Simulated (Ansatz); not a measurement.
The system is WS2, a slab with vacuum.

```xyz
3
Lattice="3.1835 0.0000 0.0000 -1.5918 2.7570 0.0000 0.0000 0.0000 16.9506" Properties=species:S:1:pos:R:3 pbc="T T T"
W     0.0000    0.0000    0.0000
S     0.0000    1.8380    1.5595
S     0.0000    1.8380   15.3911
```

| Quantity | Value |
| --- | --- |
| Program | Ansatz 0.2.0 |
| Task | single point |
| Functional | PBE |
| Potentials or basis | Ansatz PAW |
| Cutoff | 420 eV (not typed: the program's choice for these potentials) |
| k mesh | 10 × 10 × 2 |
| Occupations | fermi-dirac, width 0.05 eV |
| Spin | no spin polarisation |

On this cell: largest force 0.259 eV/Å; band gap on the k mesh 1.99 eV, indirect (least direct gap 2.15 eV).

The same run follows on a disturbed copy (atoms moved at random, drawn with an rms of 0.05 Å):

```
W S
1.0
     3.18352    0.00000    0.00000
    -1.59176    2.75701    0.00000
     0.00000    0.00000   16.95058
W S
1 2
Direct
  0.99775 0.00096 0.99765
  0.33985 0.65947 0.09287
  0.33153 0.65848 0.90878
```

Question: What changes?

Answer: The energy moves by +20.9 meV/atom; largest force 1.909 eV/Å; band gap on the k mesh 1.92 eV, indirect (least direct gap 2.13 eV).

Forces on the atoms (eV/Å):
```
W    0.574 -0.515  1.746
S   -0.373  0.207 -0.560
S   -0.201  0.308 -1.186
```

Stress tensor (GPa, compression positive):
```
 0.38  0.19 -0.32
 0.19  0.77 -0.14
-0.32 -0.14  0.95
```

Caveats: spin-orbit coupling is left out, which moves the levels of the heavy elements.

A k mesh can miss the band edges.
